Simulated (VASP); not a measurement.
# Ca (Fm-3m) in VASP: further runs

Aim: see how the results for Ca move with the level of theory and the settings. Levels: PBE, PBEsol, PBE+D3(BJ). Tasks: relaxation of cell and atoms, single point.

All numbers are computed with VASP 6.6.1; they aren't measurements. Logs are shortened: lines on timing, memory, paths and dates and some standing lists are left out, and cuts for length are marked.

## 1. The structure

Symmetry: Fm-3m, No. 225, cubic system. The conventional cell has a = 5.528 Å, b = 5.528 Å, c = 5.528 Å, α = 90.00°, β = 90.00°, γ = 90.00°. Around Ca (site symmetry m-3m) lie 12 Ca at 3.91 Å.

## 2. Relaxation of cell and atoms, PBE

The input, INCAR:

```
PREC     = Accurate       # precision mode
ENCUT    = 600            # plane-wave cutoff, eV
EDIFF    = 1E-7           # SCF threshold, eV
ISMEAR   = 1              # smearing method
SIGMA    = 0.1            # smearing width, eV
LREAL    = F              # projectors in reciprocal space
LASPH    = T              # aspherical terms in the spheres
NELM     = 80             # most SCF steps
ALGO     = Normal         # electronic algorithm
ISIF     = 3              # what is computed and relaxed
LWAVE    = F              # write WAVECAR
LCHARG   = F              # write CHGCAR
GGA      = PE             # functional
IBRION   = 2              # ionic algorithm
NSW      = 90             # ionic steps
EDIFFG   = -0.005         # ionic threshold
KPAR     = 2
```

The input, KPOINTS:

```
Automatic mesh
0
Gamma
  12 12 12
```

The input, POSCAR:

```
Ca                                      
1.0
    0.0000000000      2.7640888209      2.7640888209
    2.7640888209      0.0000000000      2.7640888209
    2.7640888209      2.7640888209     -0.0000000000
  Ca            
     1
Direct
     0.0000000000000000    0.0000000000000000    0.0000000000000000
```

Potentials or basis: VASP PAW PBE potentials, release 64 (Ca_sv).

On the command line:

```bash
cat potpaw_PBE.64/Ca_sv/POTCAR > POTCAR
mpirun -np 2 vasp_std > vasp.out
```

OUTCAR:

```text
PREC = Accurate
   ENCUT = 600
   EDIFF = 1E-7
   ISMEAR = 1
   LREAL = F
   LASPH = T
   NELM = 80
   ISIF = 3
   GGA = PE
   IBRION = 2
   NSW = 90
   EDIFFG = -0.005

 ion  position               nearest neighbor table
   1  0.000  0.000  0.000-

  LATTYP: Found a face centered cubic cell.
 ALAT       =     5.5281776418

  Lattice vectors:

 A1 = (   0.0000000000,   2.7640888209,   2.7640888209)
 A2 = (   2.7640888209,   0.0000000000,   2.7640888209)
 A3 = (   2.7640888209,   2.7640888209,   0.0000000000)

Analysis of symmetry for initial positions (statically):
=====================================================================
 Subroutine PRICEL returns:
 Original cell was already a primitive cell.

 Routine SETGRP: Setting up the symmetry group for a
 face centered cubic supercell.

 Subroutine GETGRP returns: Found 48 space group operations
 (whereof 48 operations were pure point group operations)
 out of a pool of 48 trial point group operations.

The static configuration has the point symmetry O_h .

Analysis of symmetry for dynamics (positions and initial velocities):
=====================================================================
 Subroutine PRICEL returns:
 Original cell was already a primitive cell.

 Routine SETGRP: Setting up the symmetry group for a
 face centered cubic supercell.

 Subroutine GETGRP returns: Found 48 space group operations
 (whereof 48 operations were pure point group operations)
 out of a pool of 48 trial point group operations.

The dynamic configuration has the point symmetry O_h .

 Subroutine INISYM returns: Found 48 space group operations
 (whereof 48 operations are pure point group operations),
 and found     1 'primitive' translations

----------------------------------------------------------------------------------------

                                     Primitive cell

  volume of cell :      42.2363

  direct lattice vectors                    reciprocal lattice vectors
     0.000000000  2.764088821  2.764088821    -0.180891437  0.180891437  0.180891437
     2.764088821  0.000000000  2.764088821     0.180891437 -0.180891437  0.180891437
     2.764088821  2.764088821  0.000000000     0.180891437  0.180891437 -0.180891437

  length of vectors
     3.909011898  3.909011898  3.909011898     0.313313160  0.313313160  0.313313160

  position of ions in fractional coordinates (direct lattice)
     0.000000000  0.000000000  0.000000000

  ion indices of the primitive-cell ions
   primitive index   ion index
                 1           1

----------------------------------------------------------------------------------------

 KPOINTS: Automatic mesh

Automatic generation of k-mesh.
 Grid dimensions read from file:
 generate k-points for:   12   12   12

 Generating k-lattice:

  Cartesian coordinates                     Fractional coordinates (reciprocal lattice)
    -0.015074286  0.015074286  0.015074286     0.083333333  0.000000000  0.000000000
     0.015074286 -0.015074286  0.015074286     0.000000000  0.083333333  0.000000000
     0.015074286  0.015074286 -0.015074286     0.000000000  0.000000000  0.083333333

  Length of vectors
     0.026109430  0.026109430  0.026109430

  Shift w.r.t. Gamma in fractional coordinates (k-lattice)
     0.000000000  0.000000000  0.000000000

 Subroutine IBZKPT returns following result:
 ===========================================

 Found     72 irreducible k-points:

 Following reciprocal coordinates:
            Coordinates               Weight
  0.000000  0.000000  0.000000      1.000000
  0.083333  0.000000  0.000000      8.000000
  0.166667  0.000000  0.000000      8.000000
  0.250000  0.000000  0.000000      8.000000
  0.333333  0.000000  0.000000      8.000000
  0.416667  0.000000  0.000000      8.000000
[... 16 lines left out ...]
  0.500000  0.166667  0.000000     24.000000
 -0.416667  0.166667  0.000000     24.000000
 [... further k-points ...]
   k-points           NKPTS =     72   k-points in BZ     NKDIM =     72   number of bands    NBANDS=      9
   number of dos      NEDOS =    301   number of ions     NIONS =      1
   total plane-waves  NPLWV =  32768
   dimension x,y,z NGX =    32 NGY =   32 NGZ =   32
   dimension x,y,z NGXF=    64 NGYF=   64 NGZF=   64
   ions per type =               1
   NGX,Y,Z   is equivalent  to a cutoff of  13.61, 13.61, 13.61 a.u.
   NGXF,Y,Z  is equivalent  to a cutoff of  27.22, 27.22, 27.22 a.u.
 SYSTEM =  unknown system
   PREC   = accura    normal or accurate (medium, high low for compatibility)
   ISTART =      0    job   : 0-new  1-cont  2-samecut
   ICHARG =      2    charge: 1-file 2-atom 10-const
   ISPIN  =      1    spin polarized calculation?
   LNONCOLLINEAR =      F non collinear calculations
   LSORBIT =      F    spin-orbit coupling
   LASPH  =      T    aspherical Exc in radial PAW
   ENCUT  =  600.0 eV  44.10 Ry    6.64 a.u.   7.81  7.81  7.81*2*pi/ulx,y,z
   NELM   =     80;   NELMIN=  2; NELMDL= -5     # of ELM steps
   EDIFF  = 0.1E-06   stopping-criterion for ELM
   LREAL  =      F    real-space projection
   EDIFFG = -.5E-02   stopping-criterion for IOM
   NSW    =     90    number of steps for IOM
   IBRION =      2    ionic relax: 0-MD 1-quasi-New 2-CG
   NFREE  =      1    steps in history (QN), initial steepest desc. (CG)
   ISIF   =      3    stress and relaxation
   ISYM   =      2    0-nonsym 1-usesym 2-fastsym
   POTIM  = 0.5000    time-step for ionic-motion
   TEBEG  =    0.0;   TEEND  =   0.0 temperature during run
   PSTRESS=    0.0 pullay stress
   NELECT =      10.0000    total number of electrons
   NUPDOWN=      -1.0000    fix difference up-down
   EMIN   =  10.00;   EMAX   =-10.00  energy-range for DOS
   EFERMI =   0.00;   METHOD = LEGACY
   ISMEAR =     1;   SIGMA  =   0.10  broadening in eV -4-tet -1-fermi 0-gaus
   EFERMI_NEDOS =   21; number of points for ismear=-14 and -15
   IALGO  =     38    algorithm
   IMIX   =      4    mixing-type and parameters
     AMIX     =   0.40;   BMIX     =  1.00
     AMIX_MAG =   1.60;   BMIX_MAG =  1.00
  volume/ion in A,a.u.               =      42.24       285.02
  Fermi-wavevector in a.u.,A,eV,Ry     =   1.012775  1.913867 13.955667  1.025713
  Thomas-Fermi vector in A             =   2.145904
   LORBIT       =      0    0 simple, 1 ext, 2 COOP (PROOUT), +10 PAW based schemes
   GGA     = PE    functional components
   LHFCALC =     F    Hartree Fock is set to
   AEXX    =    0.0000 exact exchange contribution
   IVDW    =     0    specifies the selected vdW correction
   LEPSILON=     F    determine dielectric tensor
   LRPA    =     F    only Hartree local field effects (RPA)
 conjugate gradient relaxation of ions
 non-spin polarized calculation
 Methfessel and Paxton  Order N= 1 SIGMA  =   0.10
  energy-cutoff  :      600.00
  volume of cell :       42.24
 maximum number of plane-waves:      1424
   NGX = 15   NGY = 15   NGZ = 15

--------------------------------------- Ionic step        1  -------------------------------------------

 number of electron      10.0000001 magnetization

 Free energy of the ion-electron system (eV)
  ---------------------------------------------------
  ext. energy  EPLUGINS =         0.00000000
  ---------------------------------------------------
  free energy    TOTEN  =        -1.92741665 eV

  energy without entropy =       -1.92664491  energy(sigma->0) =       -1.92715941

------------------------ aborting loop because EDIFF is reached ----------------------------------------

  FORCE on cell =-STRESS in cart. coord.  units (eV):
  Direction    XX          YY          ZZ          XY          YZ          ZX
  --------------------------------------------------------------------------------------
  -------------------------------------------------------------------------------------
  Total        0.0073725      0.0073725      0.0073725      0.0000000     -0.0000000      0.0000000
  in kB        0.2796654      0.2796654      0.2796654      0.0000000     -0.0000000      0.0000000
  external PRESSURE =       0.2796654 kB  Pullay stress =       0.0000000 kB

 VOLUME and BASIS-vectors are now :
 -----------------------------------------------------------------------------
  energy-cutoff  :      600.00
  volume of cell :       42.24
      direct lattice vectors                 reciprocal lattice vectors
     0.000000000  2.764088821  2.764088821    -0.180891437  0.180891437  0.180891437
     2.764088821  0.000000000  2.764088821     0.180891437 -0.180891437  0.180891437
     2.764088821  2.764088821  0.000000000     0.180891437  0.180891437 -0.180891437

 POSITION                                       TOTAL-FORCE (eV/Angst)
 -----------------------------------------------------------------------------------
      0.00000      0.00000      0.00000         0.000000      0.000000     -0.000000
 -----------------------------------------------------------------------------------
    total drift:                                0.000000      0.000000      0.000000

  FREE ENERGIE OF THE ION-ELECTRON SYSTEM (eV)
  ---------------------------------------------------
  free  energy   TOTEN  =        -1.9274166548 eV

  energy  without entropy=       -1.9266449136  energy(sigma->0) =       -1.92715941

--------------------------------------- Ionic step        2  -------------------------------------------

 number of electron      10.0000001 magnetization

 Free energy of the ion-electron system (eV)
  ---------------------------------------------------
  ext. energy  EPLUGINS =         0.00000000
  ---------------------------------------------------
  free energy    TOTEN  =        -1.92742164 eV

  energy without entropy =       -1.92665559  energy(sigma->0) =       -1.92716629

 E-fermi :   1.9511     XC(G=0):  -7.7303

 val. band max:        1.9493487235   @ k =  -0.4167   0.1667   0.0000
 cond. band min:       1.9590778998   @ k =  -0.3333   0.3333   0.1667
 fundamental gap:      0.0097291764
 Fermi energy:         1.9510725279

 k-point     1 :       0.0000    0.0000    0.0000
  band No.  band energies     occupation
      1     -40.0737      2.00000
      2     -20.9909      2.00000
      3     -20.9909      2.00000
      4     -20.9909      2.00000
      5      -2.0702      2.00000
      6       4.2845      0.00000
      7       4.2845      0.00000
      8       4.2845      0.00000
      9       5.3517      0.00000

 k-point     2 :       0.0833    0.0000    0.0000
  band No.  band energies     occupation
      1     -40.0728      2.00000
      2     -21.0003      2.00000
      3     -20.9922      2.00000
      4     -20.9922      2.00000
      5      -1.9516      2.00000
      6       4.1570      0.00000
      7       4.3293      0.00000
      8       4.3293      0.00000
      9       5.3130      0.00000

 k-point     3 :       0.1667    0.0000    0.0000
  band No.  band energies     occupation
      1     -40.0703      2.00000
      2     -21.0256      2.00000
      3     -20.9957      2.00000
      4     -20.9957      2.00000
      5      -1.6038      2.00000
      6       3.8226     -0.00000
      7       4.4171      0.00000
      8       4.4171      0.00000
      9       5.2623      0.00000
[... 229 lines left out ...]
 k-point    23 :       0.5000    0.1667    0.0000
  band No.  band energies     occupation
      1     -40.0591      2.00000
      2     -21.1140      2.00000
      3     -21.0300      2.00000
      4     -21.0178      2.00000
      5       1.0364      2.00000
      6       2.1082     -0.04875
      7       3.7237     -0.00000
      8       4.4776      0.00000
      9       6.0570      0.00000

 k-point    24 :      -0.4167    0.1667    0.0000
  band No.  band energies     occupation
      1     -40.0589      2.00000
      2     -21.1152      2.00000
      3     -21.0345      2.00000
      4     -21.0150      2.00000
      5       1.2553      2.00000
      6       1.9493      1.02917
      7       3.6854     -0.00000
      8       4.4455      0.00000
      9       5.8779      0.00000

 [... further k-points ...]
[... 5 lines left out ...]
  --------------------------------------------------------------------------------------
  -------------------------------------------------------------------------------------
  Total        0.0023337      0.0023337      0.0023337      0.0000000      0.0000000     -0.0000000
  in kB        0.0884304      0.0884304      0.0884304      0.0000000      0.0000000     -0.0000000
  external PRESSURE =       0.0884304 kB  Pullay stress =       0.0000000 kB

 VOLUME and BASIS-vectors are now :
 -----------------------------------------------------------------------------
  energy-cutoff  :      600.00
  volume of cell :       42.28
      direct lattice vectors                 reciprocal lattice vectors
    -0.000000000  2.765071920  2.765071920    -0.180827123  0.180827123  0.180827123
     2.765071920  0.000000000  2.765071920     0.180827123 -0.180827123  0.180827123
     2.765071920  2.765071920 -0.000000000     0.180827123  0.180827123 -0.180827123

 POSITION                                       TOTAL-FORCE (eV/Angst)
 -----------------------------------------------------------------------------------
      2.76507      0.00000      2.76507         0.000000     -0.000000     -0.000000
 -----------------------------------------------------------------------------------
    total drift:                                0.000000      0.000000      0.000000

  FREE ENERGIE OF THE ION-ELECTRON SYSTEM (eV)
  ---------------------------------------------------
  free  energy   TOTEN  =        -1.9274216374 eV

  energy  without entropy=       -1.9266555906  energy(sigma->0) =       -1.92716629

 reached required accuracy - stopping structural energy minimisation
```

Run time: 22 s. Hardware: 2 MPI ranks of Intel Xeon Platinum 8488C (Sapphire Rapids), shared host; peak memory 0.18 GiB.

Results:

| Quantity | Value |
| --- | --- |
| Free energy | -1.9274 eV |
| Relaxed volume | 42.28 Å³/atom |
| Relaxed cell | a = 3.910 Å, b = 3.910 Å, c = 3.910 Å, α = 60.00°, β = 60.00°, γ = 60.00° |
| Space group after relaxing (to 0.05 Å) | Fm-3m (No. 225) |
| Energy gained by relaxing | 0.0 meV/atom |
| Ionic steps | 2 |
| Pressure after relaxing | 0.0 GPa |
| Band gap on the k mesh | none (metal or under the smearing width) |

Final structure:
```xyz
1
Lattice="0.0000 2.7651 2.7651 2.7651 0.0000 2.7651 2.7651 2.7651 0.0000" Properties=species:S:1:pos:R:3 pbc="T T T"
Ca    2.7651    0.0000    2.7651
```

## 3. Single point, PBEsol

This run uses another cell than the first one, of 43.63 Å³/atom, 1.033 times its volume.

The input, INCAR:

```
PREC     = Accurate       # precision mode
ENCUT    = 520            # plane-wave cutoff, eV
EDIFF    = 1E-6           # SCF threshold, eV
ISMEAR   = 1              # smearing method
SIGMA    = 0.1            # smearing width, eV
LREAL    = F              # projectors in reciprocal space
LASPH    = T              # aspherical terms in the spheres
NELM     = 80             # most SCF steps
ALGO     = Normal         # electronic algorithm
ISIF     = 2              # what is computed and relaxed
LWAVE    = F              # write WAVECAR
LCHARG   = F              # write CHGCAR
GGA      = PS             # functional
KPAR     = 4
```

The input, KPOINTS:

```
regular mesh
0
Gamma
  6 6 6
```

The input, POSCAR:

```
Ca
1.0
    0.0000000000      2.7942000000      2.7942000000
    2.7942000000      0.0000000000      2.7942000000
    2.7942000000      2.7942000000      0.0000000000
Ca
1
Direct
    0.0000000000      0.0000000000      0.0000000000
```

Potentials or basis: VASP PAW PBE potentials, release 64 (Ca_sv).

On the command line:

```bash
cat potpaw_PBE.64/Ca_sv/POTCAR > POTCAR
mpirun -np 4 vasp_std > vasp.out
```

It took 5.4 s on 4 MPI ranks of Intel Xeon Platinum 8559C (Emerald Rapids), shared host; peak memory 0.15 GiB.

It converged, with:

* Free energy: -2.0939 eV
* Pressure: -1.3 GPa
* Band gap on the k mesh: none (metal or under the smearing width)

Levels at points of the mesh, in eV from the Fermi level:
| k point | band 3 | band 4 | band 5 | band 6 | band 7 | band 8 |
| --- | --- | --- | --- | --- | --- | --- |
| (0.00, 0.00, 0.00) | -22.95 | -22.95 | -4.02 | 2.24 | 2.24 | 2.24 |
| (0.50, 0.00, 0.00) | -22.97 | -22.97 | -1.03 | -0.22 | 2.13 | 2.13 |
| (0.50, 0.50, 0.00) | -23.00 | -23.00 | -0.47 | 0.54 | 0.86 | 3.93 |

Caveat: the PAW data sets were made with another functional, which shifts forces and pressure a little.

## 4. Relaxation of cell and atoms, PBE+D3(BJ)

This run uses another cell than the first one, of 43.63 Å³/atom, 1.033 times its volume.

The input, INCAR:

```
PREC = Accurate
ENCUT = 600
EDIFF = 1E-6
ISMEAR = 1
SIGMA = 0.1
LREAL = False
LASPH = True
NELM = 80
ALGO = Normal
ISIF = 3
LWAVE = False
LCHARG = False
GGA = PE
IVDW = 12
IBRION = 2
NSW = 90
EDIFFG = -0.01
```

The input, KPOINTS:

```
Automatic mesh
0
Gamma
  12 12 12
```

POSCAR is that of step 3.

On the command line:

```bash
cat potpaw_PBE.64/Ca_sv/POTCAR > POTCAR
mpirun -np 1 vasp_std > vasp.out
```

Wall time 42 s (1 thread of Intel Xeon Platinum 8259CL at 2.50GHz (Skylake/Cascade Lake), shared host); peak memory 0.22 GiB.

The run converged. Its results:

- Free energy: -2.1622 eV
- Relaxed volume: 40.25 Å³/atom
- Relaxed cell: a = 3.847 Å, b = 3.847 Å, c = 3.847 Å, α = 60.00°, β = 60.00°, γ = 60.00°
- Space group after relaxing (to 0.05 Å): Fm-3m (No. 225)
- Energy gained by relaxing: 14.5 meV/atom
- Ionic steps: 3
- Pressure after relaxing: 0.0 GPa
- Band gap on the k mesh: none (metal or under the smearing width)
- Dispersion energy per atom: -0.241 eV

The path:
| step | energy change (eV) | largest force (eV/Å) | pressure (GPa) | volume (Å³) |
| --- | --- | --- | --- | --- |
| 1 | 0.0000 | 0.0000 | -1.31 | 43.63 |
| 2 | -0.0126 | 0.0000 | -0.50 | 41.41 |
| 3 | -0.0145 | 0.0000 | 0.00 | 40.25 |

Final structure:
```
Ca
1.0
     0.00000    2.72001    2.72001
     2.72001    0.00000    2.72001
     2.72001    2.72001    0.00000
Ca
1
Direct
  0.00000 0.00000 0.00000
```

Levels at points of the mesh, in eV from the Fermi level:
```csv
k point,band 2,band 3,band 4,band 5,band 6,band 7,band 8,band 9
"(0.00, 0.00, 0.00)",-22.82,-22.82,-22.82,-4.11,2.40,2.40,2.40,3.53
"(0.50, 0.00, 0.00)",-22.98,-22.84,-22.84,-1.00,-0.12,2.28,2.28,4.26
"(0.50, 0.50, 0.00)",-22.97,-22.88,-22.88,-0.50,0.55,1.06,4.25,4.45
```

Caveat: pairwise dispersion overbinds metals, which lowers pressure and volume.

## 5. Summary

```tsv
task	level	cell	k mesh	cutoff (eV)	gap on the mesh (eV)	pressure (GPa)	relaxed volume (Å³/atom)
relaxation of cell and atoms	PBE	relaxed	12 × 12 × 12	600	none	0.0	42.28
single point	PBEsol	Fm-3m, 43.63 Å³/atom	6 × 6 × 6	520	none	-1.3	-
relaxation of cell and atoms	PBE+D3(BJ)	relaxed	12 × 12 × 12	600	none	0.0	40.25
```

Alike in all rows: potentials or basis VASP PAW PBE potentials, release 64 (Ca_sv); no spin polarisation; smearing methfessel-paxton 0.1 eV.

Caveats: the PAW data sets were made with another functional, which shifts forces and pressure a little (some runs); pairwise dispersion overbinds metals, which lowers pressure and volume (some runs).

Total energies depend on the potentials used, so only differences within one code and one set of settings carry meaning.
